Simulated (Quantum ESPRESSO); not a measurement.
## ZrO2 in Quantum ESPRESSO: the effect of Hubbard term

Crystal: ZrO2.

```
CELL_PARAMETERS angstrom
0.00000 2.54507 2.54507
2.54507 0.00000 2.54507
2.54507 2.54507 0.00000
ATOMIC_POSITIONS crystal
Zr 0.00000 0.00000 0.00000
O 0.75000 0.75000 0.75000
O 0.25000 0.25000 0.25000
```

Measurements of this composition are mostly on another form, of space group No. 14.

Alike in all runs:

| Quantity | Value |
| --- | --- |
| Program | Quantum ESPRESSO 7.5 |
| Task | projected density of states |
| Functional | PBE |
| Potentials or basis | SSSP 1.3 efficiency PBE |
| Cutoff | 748 eV |
| Density cutoff | 5987 eV |
| k mesh | 9 × 9 × 9 |
| Occupations | fermi-dirac, width 0.05 eV |
| Spin | no spin polarisation |
| Hubbard projectors | ortho-atomic |
| Mixing beta | 0.3 |
| Most SCF iterations | 120 |
| SCF threshold | 6e-10 Ry |
| Dos occupations | tetrahedra_opt |

Problem. One run gave: gap on the mesh 3.89 eV; pressure 5.7 GPa. Which Hubbard term did it use?
A. Zr d U = 2 eV
B. Zr d U = 4 eV
C. none
D. Zr d U = 8 eV
E. Zr d U = 1 eV

Solution. A.

```tsv
Hubbard term	gap on the mesh (eV)	pressure (GPa)
none	3.41	3.2
Zr d U = 1 eV	3.64	4.4
Zr d U = 2 eV	3.89	5.7
Zr d U = 3 eV	4.15	7.0
Zr d U = 4 eV	4.42	8.3
Zr d U = 5 eV	4.70	9.8
Zr d U = 6 eV	4.99	11.3
Zr d U = 8 eV	5.49	14.4
```

Caveats: an odd mesh through Γ misses points on the zone boundary, where band edges often lie.

A gap of «none» marks a metal or a gap under the smearing width.
